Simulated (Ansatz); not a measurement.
# MnS (P6_3mc) in Ansatz: a series of runs, part 2 of 2

Ansatz 0.2.0. The steps go on from the part before.

## Step 3: Band structure, PBEsol, collinear spin, ferromagnetic start

Contents of input.yaml:

```yaml
crystal:
  lattice:
    - [3.9535769233, 0.0, 0.0]
    - [-1.9767884617, 3.4238980514, 0.0]
    - [0.0, 0.0, 6.34252886]
  atoms:
    - { symbol: Mn, position: [0.6666666667, 0.3333333333, 0.49884467], spin: 4.0 }
    - { symbol: Mn, position: [0.3333333333, 0.6666666667, 0.99884467], spin: 4.0 }
    - { symbol: S, position: [0.3333333333, 0.6666666667, 0.6261543] }
    - { symbol: S, position: [0.6666666667, 0.3333333333, 0.1261543] }
kpoints:
  mp_grid: { grid: [8, 8, 4] }
  band_path:
    path:
      - [0.0, 0.0, 0.0]
      - [0.5, 0.0, 0.0]
      - [0.3333333333, 0.3333333333, 0.0]
      - [0.0, 0.0, 0.0]
      - [0.0, 0.0, 0.5]
      - [0.5, 0.0, 0.5]
      - [0.3333333333, 0.3333333333, 0.5]
      - [0.0, 0.0, 0.5]
    npoints: 10
scf:
  occupations: { method: fermi_dirac, width: 0.05 }
hamiltonian:
  xc: pbesol
  pseudopotentials:
    kind: all_electron
    lapw: { basis_error: 0.002 }
    dirac_shells: { Mn: ["2p"], S: ["2p"] }
magnetization:
  spin_polarized: true
output:
  forces: true
  stress: true
  eigenvalues: true
```

Potentials or basis: all-electron LAPW, inner shells corrected to Dirac's equation.

The run is started by

```bash
$ ansatz run input.yaml --threads 4 --pin off --max-ram 12288MiB --backend cpu --events-out ev --progress --plain --runs-dir out
```

Log:

```text
Warning: RAYON_NUM_THREADS=4 ignored (pool sized by the plan → 4); use --threads N
LAPW: plane waves up to 8.050 Å⁻¹, error target 2.0e-3 eV per atom; small_component_spin mean_spin; S in spheres of 1.052 Å, 14 of its electrons in bands, Dirac shells [2p]; Mn in spheres of 1.312 Å, 15 of its electrons in bands, Dirac shells [2p] (how accurate: hamiltonian.pseudopotentials.lapw.basis_error, Limitations)
Engine: ansatz 0.2.0, x86_64-unknown-linux-gnu
Pseudopotentials: kind: all_electron
Pseudopotential: Mn, LAPW, valence charge 15, lapw/all_electron/scalar/gaussian/Mn, Koelling and Harmon's equation with Dirac's for 2p, gaussian nucleus
Pseudopotential: S, LAPW, valence charge 14, lapw/all_electron/scalar/gaussian/S, Koelling and Harmon's equation with Dirac's for 2p, gaussian nucleus
Functional definition: PBEsol
  exchange = pbesol_x
  correlation = pbesol_c
Crystal: 4 atoms, lattice volume = 85.857 Å³
Basis set: ecut = 246.91805724295247 eV, 725 PW (Γ), exchange–correlation at level 2
Bands: 40, of which v1, the nominal top of the filled ones, is band 29 counted from 1 (28 counted from 0)
Symmetry: 12 space group operations
Space group: P63mc (ITA 186), of the structure as read, at distance tolerance 4.4e-5 Å
Magnetic group: BNS 186.203 (UNI 1433), of the structure as read, at distance tolerance 4.4e-5 Å
k-points: 30 of 256 (time reversal used)
Non-local potential: Mn, projectors of the file, none
Non-local potential: S, projectors of the file, none
Initial density: superposition of atomic densities (chi_scale 0.1, normalization cell, long waves kept (reshape's long-wave potential 0.00 eV rms))
Starting moments: Σ|m| = 8 μB on 2 of 4 sites
Initial wavefunctions: plane waves of lowest kinetic energy (no species holds an atomic orbital)
Functional: x = pbesol(κ = 0.804, μ = 0.12345679012345678), c = pbesol(β = 0.046)
iter 1 solved again at ethr=2.59e-3 eV; its pass at ethr=1.00e-1 eV (dr2=1.50e0 eV) is discarded
SCF iter   1: F=—  HF=-84690.046686 eV  |F-HF|=—  |Δ(HF+E_count)|=         —  Δρ=2.47e-2 (↑2.37e-2 ↓2.47e-2)  dr2=1.51e0  dr2_m=2.62e-1  M=9.923 μB ∫|m|=9.924 μB  β_m=0.30  ethr=2.59e-3  ⟨swp⟩=2.0  Hψ=16306  notcnv=0
Mixer restart at iter 1: flushing history
preconditioner: auto → Kerker (q_TF=auto, 2.556 Å⁻¹)  [metal: Δε(μ)=0.031 eV  Ē_g=8.795 eV  σ=0.050 eV  W_gap=0.15  n_scr=22 (ndim 8)  ℏωp=20.4 eV  f_vac=0.032  D(μ)=0.94/eV (n_scr^D=2)]
spin=Collinear: Kerker preconditioning applied to the charge; magnetization (m = ρ↑ − ρ↓) channel mixes plain (no charge-response kernel on spin).
SCF iter   2: F=—  HF=-84689.746983 eV  |F-HF|=—  |Δ(HF+E_count)|=   3.00e-1  Δρ=1.82e-2 (↑1.68e-2 ↓1.82e-2)  dr2=9.41e-1  dr2_m=1.19e-1  M=9.897 μB ∫|m|=9.898 μB  β_m=0.57  ethr=2.59e-3  ⟨swp⟩=2.0  Hψ=6962  notcnv=0
SCF iter   3: F=—  HF=-84689.542162 eV  |F-HF|=—  |Δ(HF+E_count)|=   2.05e-1  Δρ=4.30e-3 (↑4.23e-3 ↓4.30e-3)  dr2=1.06e-1  dr2_m=5.35e-4  M=9.824 μB ∫|m|=9.824 μB  β_m=0.52  ethr=1.62e-3  ⟨swp⟩=3.0  Hψ=7187  notcnv=0
SCF iter   4: F=—  HF=-84689.527143 eV  |F-HF|=—  |Δ(HF+E_count)|=         —  Δρ=3.35e-3 (↑2.84e-3 ↓3.35e-3)  dr2=6.45e-2  dr2_m=1.59e-4  M=9.831 μB ∫|m|=9.831 μB  β_m=0.76  ethr=1.82e-4  ⟨swp⟩=2.0  Hψ=6935  notcnv=0
the basis was enlarged: its passes take 1.1 MiB over the memory plan, 4 of 4 planned eigensolver slots
SCF iter   5: F=—  HF=-84689.528639 eV  |F-HF|=—  |Δ(HF+E_count)|=         —  Δρ=1.17e-3 (↑9.39e-4 ↓1.17e-3)  dr2=7.55e-3  dr2_m=5.79e-5  M=9.816 μB ∫|m|=9.816 μB  β_m=0.76  ethr=1.11e-4  ⟨swp⟩=2.0  Hψ=6906  notcnv=0
Mixer restart at iter 5: flushing history
SCF iter   6: F=—  HF=-84689.530709 eV  |F-HF|=—  |Δ(HF+E_count)|=   2.07e-3  Δρ=7.99e-4 (↑7.76e-4 ↓7.99e-4)  dr2=4.78e-3  dr2_m=8.36e-7  M=9.817 μB ∫|m|=9.817 μB  β_m=0.71  ethr=1.30e-5  ⟨swp⟩=2.1  Hψ=6347  notcnv=0
SCF iter   7: F=—  HF=-84689.530461 eV  |F-HF|=—  |Δ(HF+E_count)|=   2.47e-4  Δρ=5.89e-4 (↑5.03e-4 ↓5.89e-4)  dr2=2.31e-3  dr2_m=6.24e-6  M=9.817 μB ∫|m|=9.817 μB  β_m=0.69  ethr=8.24e-6  ⟨swp⟩=2.0  Hψ=6343  notcnv=0
SCF iter   8: F=—  HF=-84689.531132 eV  |F-HF|=—  |Δ(HF+E_count)|=   6.71e-4  Δρ=2.70e-4 (↑2.57e-4 ↓2.70e-4)  dr2=5.50e-4  dr2_m=2.45e-7  M=9.817 μB ∫|m|=9.817 μB  β_m=0.75  ethr=3.98e-6  ⟨swp⟩=2.5  Hψ=6460  notcnv=0
iter 9 solved again at ethr=6.48e-8 eV; its pass at ethr=9.49e-7 eV (dr2=3.76e-5 eV) is discarded
SCF iter   9: F=—  HF=-84689.531511 eV  |F-HF|=—  |Δ(HF+E_count)|=   3.78e-4  Δρ=8.11e-5 (↑8.11e-5 ↓6.85e-5)  dr2=3.75e-5  dr2_m=2.47e-7  M=9.818 μB ∫|m|=9.818 μB  β_m=0.87  ethr=6.48e-8  ⟨swp⟩=2.0  Hψ=11290  notcnv=0
SCF iter  10: F=—  HF=-84689.531548 eV  |F-HF|=—  |Δ(HF+E_count)|=   3.68e-5  Δρ=1.95e-5 (↑1.80e-5 ↓1.95e-5)  dr2=2.13e-6  dr2_m=4.03e-9  M=9.818 μB ∫|m|=9.819 μB  β_m=0.94  ethr=6.46e-8  ⟨swp⟩=3.0  Hψ=6801  notcnv=0
SCF iter  11: F=—  HF=-84689.531549 eV  |F-HF|=—  |Δ(HF+E_count)|=   1.62e-6  Δρ=4.34e-6 (↑4.15e-6 ↓4.34e-6)  dr2=1.21e-7  dr2_m=9.66e-11  M=9.818 μB ∫|m|=9.819 μB  β_m=0.97  ethr=3.68e-9  ⟨swp⟩=3.0  Hψ=6654  notcnv=0
SCF iter  12: F=-84689.531549 eV  HF=-84689.531549 eV  |F-HF|=1.89e-10  |Δ(HF+E_count)|=   2.59e-8  Δρ=1.48e-6 (↑1.38e-6 ↓1.48e-6)  dr2=1.23e-8  dr2_m=2.93e-11  M=9.818 μB ∫|m|=9.819 μB  ethr=2.09e-10  ⟨swp⟩=2.7  Hψ=6490  notcnv=0
SCF 1 converged in 12 iterations: F = -84689.531549 eV  dr2 = 1.23e-8
WARN: an SCF from antiferromagnetic starting moments (-4.24, 4.24, 0.00, 0.00 Bohr magnetons, atom by atom) was not made, by what the run has read of turns of its moments that order reads lower: the deck asks for what bars it, or types moments that do (magnetization.spin_polarized, in the input reference, names some of the keys), or the run goes by scf.lower_state_search: light, the default, which as a rule tries one only behind a close that has lost an order of both signs, or on which an open d or half-filled 4f shell of a PAW file has lost a moment that was set nearer to Hund's than to what is left; or, under a Hubbard U, one that names an f shell that the input leaves bare beside given moments, or a larger moment for a shell of low spin that is given one. standard, with a start from the atoms, tries one behind each close (in a relaxation, ahead of its steps or at their end). To set out from that order, type those moments (crystal.atoms[].spin; where shells were raised to Hund's moment, beside crystal.symmetry.detect: false) under scf.lower_state_search: light. The bands of the close that named these starting moments, or of the one ahead of a search that led to it (under cold or Methfessel-Paxton smearing those of the Gaussian ahead of it) read a cost of -599.20 meV for the turn to them, carried on from a small turn (-599.20 by the pairs of d shells alone)
NSCF: frozen V_eff on 71 k-points
SCF converged after 12 iterations
Magnetization: 9.8184 μB (33.9092 up, 24.0908 down)
Absolute magnetization: 9.8186 μB (∫|ρ↑−ρ↓|)
Spin contamination: 0.0332 ħ² per cell (⟨S²⟩ above its minimum at these occupations)
Per-site moments (μB) at R_I (Å): [(4.3924855388827275, 1.3116972208214608), (4.3924855388827275, 1.3116972208214608), (0.11780342844220826, 1.0521021715242607), (0.11780342844220826, 1.0521021715242607)]
Free energy (F): -84689.531549 eV
Harris-Foulkes:  -84689.531549 eV  (|F-HF|=1.89e-10)
Internal energy: -84689.518751 eV  (E = F + TS)
E sigma→0 (E₀):  -84689.525150 eV
Entropy (-TS):   -0.012798 eV (-3.200 meV/atom)
Fermi energy:    8.145741 eV
--- Per-component energies (eV) ---
  E_band       = -3181.231508
  E_kinetic    = 85576.066602
  E_xc         = -4149.589466
  E_electrostatic = -166115.995887  (all electrons and nuclei)
  E_smearing   = -0.012798  (= −TS)
  E_closure    = 0.000000  (closes the sum)
  E_atoms      = -84659.259047  (free atoms, spherical and without spin; not in F)
  Σ components = -84689.531549   (vs F -84689.531549, Δ=0.00e0)
  Basis errors (estimates in eV, not in F): energy 9.2e-4 per atom: plane waves 8.4e-4 (5.2e-4 summed), levels above the bands 4.3e-54, relativity 5.4e-7, radial functions 8.3e-5, core shells 3.2e-9; eigenvalues (radial functions only) 4.2e-6; not estimated: angular momenta, meshes, grids; target (lapw.basis_error) 2.0e-3; muffin-tin radii S 1.052 Å, Mn 1.312 Å
--- Forces (eV/Å), atoms counted from 1 ---
  atom   1  Mn     0.00000000    -0.00000000     0.27210615
  atom   2  Mn     0.00000000     0.00000000     0.27210615
  atom   3  S     -0.00000000    -0.00000000    -0.27210790
  atom   4  S     -0.00000000     0.00000000    -0.27210790
  max |Σ_I F_I| component: 3.51e-6 eV/Å
--- Stress (GPa, compression-positive) ---
       -1.308330      -0.000000      -0.000000
       -0.000000      -1.308330       0.000000
       -0.000000       0.000000       1.134481
  P = ⅓ Tr σ = -0.4941 GPa (-4.941 kbar)
--- Band table (eV; the first three rows and the last of 60) ---
  k-point 0 ↑: bands = ["-197.2649", "-197.2649", "-142.3195", "-142.3195", "-142.3195", "-142.3195", "-142.3190", "-142.3190", "-73.5308", "-73.5306", "-42.4120", "-42.4120", "-42.4113", "-42.4113", "-42.3992", "-42.3950", "-5.9299", "-5.1563", "2.1722", "3.1853", "3.2281", "3.2281", "3.3997", "3.3997", "4.8192", "4.8192", "5.1018", "5.1018", "5.2776", "7.3359", "7.3359", "8.3799", "8.4506", "8.4506", "9.1181", "10.7679", "13.7457", "13.7457", "14.2483", "14.9738"]
  k-point 1 ↑: bands = ["-197.2649", "-197.2649", "-142.3195", "-142.3195", "-142.3195", "-142.3195", "-142.3190", "-142.3190", "-73.5308", "-73.5306", "-42.4119", "-42.4119", "-42.4114", "-42.4114", "-42.3986", "-42.3957", "-5.8275", "-5.2821", "2.2816", "2.9959", "3.2414", "3.2414", "3.3614", "3.3614", "4.8740", "4.8740", "5.0772", "5.0772", "5.6571", "7.4818", "7.4818", "7.5904", "8.2699", "8.2699", "9.9868", "10.7861", "13.7894", "13.8012", "13.8012", "14.6220"]
  k-point 2 ↑: bands = ["-197.2649", "-197.2649", "-142.3195", "-142.3195", "-142.3195", "-142.3195", "-142.3190", "-142.3190", "-73.5307", "-73.5307", "-42.4116", "-42.4116", "-42.4116", "-42.4116", "-42.3971", "-42.3971", "-5.5663", "-5.5663", "2.6002", "2.6002", "3.2892", "3.2892", "3.2892", "3.2892", "4.9901", "4.9901", "4.9901", "4.9901", "6.5637", "6.5637", "7.8589", "7.8589", "7.8589", "7.8589", "10.7086", "10.7086", "13.7906", "13.7906", "14.0883", "14.0883"]
  k-point 29 ↓: bands = ["-197.2365", "-197.2365", "-142.2842", "-142.2842", "-142.2842", "-142.2842", "-142.2825", "-142.2825", "-68.9477", "-68.9477", "-37.9053", "-37.9053", "-37.9036", "-37.9036", "-37.8994", "-37.8994", "-4.7338", "-4.7338", "3.1588", "3.1588", "3.9811", "3.9811", "4.9800", "4.9800", "8.4595", "8.4595", "8.9783", "8.9783", "9.3302", "9.3302", "9.5241", "9.5241", "10.0254", "10.0254", "13.6388", "13.6388", "14.6278", "14.6278", "15.4048", "15.4048"]
```

Wall time 2 min (4 threads of Intel Xeon at 2.50GHz (Skylake/Cascade Lake), shared host); peak memory 0.58 GiB.

What came out:

- Free energy: -84689.5315 eV
- Pressure: -0.5 GPa
- Largest force: 0.272 eV/Å
- Band gap along the path: none (metal or under the smearing width)
- Net moment: 9.82 μB per cell
- Absolute moment: 9.82 μB per cell
- Site moments: Mn +4.39; S +0.12 μB

Forces on the atoms (eV/Å):
```
Mn   0.000  0.000  0.272
Mn   0.000  0.000  0.272
S    0.000  0.000 -0.272
S    0.000  0.000 -0.272
```

Stress tensor (GPa, compression positive):
```
-1.31  0.00  0.00
 0.00 -1.31  0.00
 0.00  0.00  1.13
```

Levels at the corners of the path, in eV from the Fermi level:
Spin up:
| point | band 31 | band 32 | band 33 | band 34 | band 35 | band 36 | band 37 | band 38 |
| --- | --- | --- | --- | --- | --- | --- | --- | --- |
| Γ | -0.81 | 0.23 | 0.30 | 0.30 | 0.97 | 2.62 | 5.60 | 5.60 |
| M | -2.38 | -2.26 | -1.16 | -0.71 | 3.36 | 3.56 | 4.26 | 6.09 |
| K | -2.38 | -1.73 | -1.73 | -1.67 | 3.46 | 5.35 | 5.35 | 6.29 |
| Γ | -0.81 | 0.23 | 0.30 | 0.30 | 0.97 | 2.62 | 5.60 | 5.60 |
| A | -0.29 | -0.29 | -0.29 | -0.29 | 2.56 | 2.56 | 5.64 | 5.64 |
| L | -1.47 | -1.47 | -1.33 | -1.33 | 2.95 | 2.95 | 5.01 | 5.01 |
| H | -2.34 | -2.34 | -1.23 | -1.23 | 4.26 | 4.26 | 5.12 | 5.12 |
| A | -0.29 | -0.29 | -0.29 | -0.29 | 2.56 | 2.56 | 5.64 | 5.64 |
Spin down:
```
point  band 20  band 21  band 22  band 23  band 24  band 25  band 26  band 27  band 28  band 29
    Γ    -3.36    -3.34    -3.34    -3.33    -3.33     0.49     0.49     0.79     0.99     0.99
    M    -4.70    -4.14    -3.52    -3.43    -3.29     0.03     0.22     0.70     0.90     0.95
    K    -4.33    -4.33    -4.00    -3.78    -3.78     0.13     0.28     0.28     0.51     1.11
    Γ    -3.36    -3.34    -3.34    -3.33    -3.33     0.49     0.49     0.79     0.99     0.99
    A    -4.48    -3.35    -3.35    -3.35    -3.35     0.81     0.81     0.81     0.81     1.79
    L    -5.26    -3.47    -3.47    -3.37    -3.37     0.52     0.52     0.88     0.88     1.00
    H    -4.91    -4.29    -4.29    -3.15    -3.15     0.28     0.28     0.84     0.84     1.24
    A    -4.48    -3.35    -3.35    -3.35    -3.35     0.81     0.81     0.81     0.81     1.79
```

Caveat: the magnetic or orbital state may not be the lowest; semilocal functionals often make such compounds metallic where correlation or magnetic order opens a gap, which also shifts bond lengths; only a ferromagnetic start was run, and an antiferromagnetic order may lie lower in energy.
